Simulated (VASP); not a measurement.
The system is SnO2.

```
Sn O
1.0
     4.77140    0.00000    0.00000
     0.00000    4.77140    0.00000
     0.00000    0.00000    3.21659
Sn O
2 4
Direct
  0.00000 0.00000 0.00000
  0.50000 0.50000 0.50000
  0.30626 0.30626 0.00000
  0.19374 0.80626 0.50000
  0.69374 0.69374 0.00000
  0.80626 0.19374 0.50000
```

Program: VASP 6.6.1. Alike in all runs: task band structure; potentials or basis VASP PAW PBE potentials, release 64 (Sn_d, O); no spin polarisation; cell as given; k mesh 6 × 6 × 8; cutoff (eV) 520; smearing gaussian 0.03 eV.

Problem. Order these runs on this cell by their band gap on the k mesh, lowest first.
A. level TB-mBJ
B. level PBEsol
C. level r2SCAN

Solution. B (0.88 eV), C (1.68 eV), A (2.86 eV).

Caveats: spin-orbit coupling is left out, which moves the levels of the heavy elements.
